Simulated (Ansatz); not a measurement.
# Property card for VN₂

All numbers below come from DFT PBE, scalar-relativistic, plane waves, PAW (Ansatz).

Cutoff 420 eV; k points 12×12×12 on the computed 6-atom cell (Γ-centred); Gaussian smearing, width 0.10 eV; no spin polarisation.

The structure is relaxed at this level of theory with its symmetry kept.

```yaml
crystal:
  lattice:
    - [-2.15335, 2.15335, 2.48424]
    - [2.15335, -2.15335, 2.48424]
    - [2.15335, 2.15335, -2.48424]
  atoms:
    - { symbol: V, position: [0.25000, 0.25000, 0.00000] }
    - { symbol: V, position: [0.75000, 0.75000, 0.00000] }
    - { symbol: N, position: [0.11357, 0.61357, 0.72715] }
    - { symbol: N, position: [0.61357, 0.88643, 0.50000] }
    - { symbol: N, position: [0.88643, 0.38643, 0.27285] }
    - { symbol: N, position: [0.38643, 0.11357, 0.50000] }
```

```
Space group                                                       : I4/mcm (No. 140)
Volume per atom                                                   : 7.68 Å³
Formation energy from the elements' standard states (uncorrected) : -0.306 eV/atom
Kohn–Sham band gap                                                : none (metal)
Density of states at the Fermi level                              : 2.63 states/eV per cell
Löwdin character within 0.5 eV of the Fermi level                 : V 3d 82 %, N 2p 12 %
Bulk modulus                                                      : 307 GPa
Its pressure derivative                                           : 4.7
Bader charges (e)                                                 : V (2 in the cell) 1.67, N (4 in the cell) -0.83
```

A ferromagnetic start lost its moments in a first run, so spin was left out; other magnetic orders weren't tried.